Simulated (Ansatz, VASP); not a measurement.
## One calculation of KI, two programs

```xyz
2
Lattice="0.0000 3.5128 3.5128 3.5128 0.0000 3.5128 3.5128 3.5128 0.0000" Properties=species:S:1:pos:R:3 pbc="T T T"
K     0.0000    0.0000    0.0000
I     3.5128    3.5128    3.5128
```

Change from the starting cell: volume scaled by 0.99, PAW files.

Alike in both runs: task electric field gradients; functional PBEsol; k mesh 8 × 8 × 8; occupations fermi-dirac, width 0.01 eV; no spin polarisation.

```csv
,VASP,Ansatz
version,VASP 6.6.1,Ansatz 0.2.0
potentials or method,"VASP PAW PBE potentials, release 64 (K_sv, I)","PAW with Ansatz's default frozen-core files, scalar-relativistic"
plane-wave cutoff (eV),520,420
valence electrons in the cell,16,26
```

```csv
,VASP,Ansatz,Ansatz less VASP
gap on the k mesh at the Fermi level (eV),3.85,3.85,+0.004
pressure (GPa),-0.1,-0.1,-0.04
Vzz of the field gradient on the site that differs most (V/Å²),0.0,0.0,0.00
```

The two sets of potentials don't hold the same shells in valence. Ansatz warned: «gradients_without_spin_orbit».

Caveats: the PAW data sets were made with another functional, which shifts forces and pressure a little (VASP); spin-orbit coupling is left out, which moves the levels of the heavy elements. A k mesh can miss the band edges.
